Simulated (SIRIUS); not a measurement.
Wanted: the native input for a SIRIUS 7.10.0 run.

| Item | Value |
| --- | --- |
| Task | single point |
| Functional | WC |
| Potentials or basis | PseudoDojo 0.4.1 PBE standard (scalar relativistic) |
| Cutoff | 960 eV |
| Density cutoff | 3840 eV |
| k mesh | 9 × 9 × 9 |
| Occupations | fermi-dirac, width 0.05 eV |
| Spin | no spin polarisation |
| Libxc names | ["XC_GGA_X_WC", "XC_GGA_C_PBE"] |
| Energy tol | 1e-08 Ha |
| Density tol | 1e-06 |
| Mixer | anderson |
| Mixing beta | 0.7 |
| Max scf | 100 |
| Radial cutoff for the potentials' integrals | 6.5 bohr |

In:

```
In
1.0
    -1.62547    1.62547    2.47370
     1.62547   -1.62547    2.47370
     1.62547    1.62547   -2.47370
In
1
Direct
  0.00000 0.00000 0.00000
```

The input as run:

sirius.json

```json
{
  "control": {
    "processing_unit": "cpu",
    "verbosity": 2,
    "num_bands_to_print": 13,
    "print_forces": true,
    "print_stress": true
  },
  "parameters": {
    "electronic_structure_method": "pseudopotential",
    "xc_functionals": ["XC_GGA_X_WC", "XC_GGA_C_PBE"],
    "gk_cutoff": 8.4,
    "pw_cutoff": 16.8,
    "ngridk": [9, 9, 9],
    "shiftk": [0, 0, 0],
    "smearing": "fermi_dirac",
    "smearing_width": 0.0018374661,
    "num_bands": 13,
    "num_mag_dims": 0,
    "num_dft_iter": 100,
    "energy_tol": 1e-08,
    "density_tol": 1e-06
  },
  "iterative_solver": {
    "type": "davidson",
    "min_tolerance": 1e-09,
    "tolerance_scale": [0.1, 0.25]
  },
  "mixer": {
    "type": "anderson",
    "beta": 0.7,
    "max_history": 8
  },
  "settings": {
    "tol_ne": 1e-10,
    "pseudo_grid_cutoff": 6.5
  },
  "unit_cell": {
    "lattice_vectors": [
      [-3.071693123795, 3.071693123795, 4.674615514487],
      [3.071693123795, -3.071693123795, 4.674615514487],
      [3.071693123795, 3.071693123795, -4.674615514487]
    ],
    "atom_coordinate_units": "lattice",
    "atom_types": ["In"],
    "atom_files": {
      "In": "In.json"
    },
    "atoms": {
      "In": [
        [0.0, 0.0, 0.0]
      ]
    }
  }
}
```

Potentials or basis: PseudoDojo 0.4.1 PBE standard (scalar relativistic).

Launch:

```console
$ upf_to_json In.upf
$ OMP_NUM_THREADS=1 sirius.scf --input=sirius.json --output=out.json --task=0
```

It gave:

```yaml
Pressure: -0.5 GPa
Band_gap_on_the_k_mesh: none (metal or under the smearing width)
```

Caveat: the potentials were made for another functional, which shifts forces and pressure.

It took 41 s on 1 thread of Arm Neoverse V1 (shared host), peak memory 0.34 GiB.
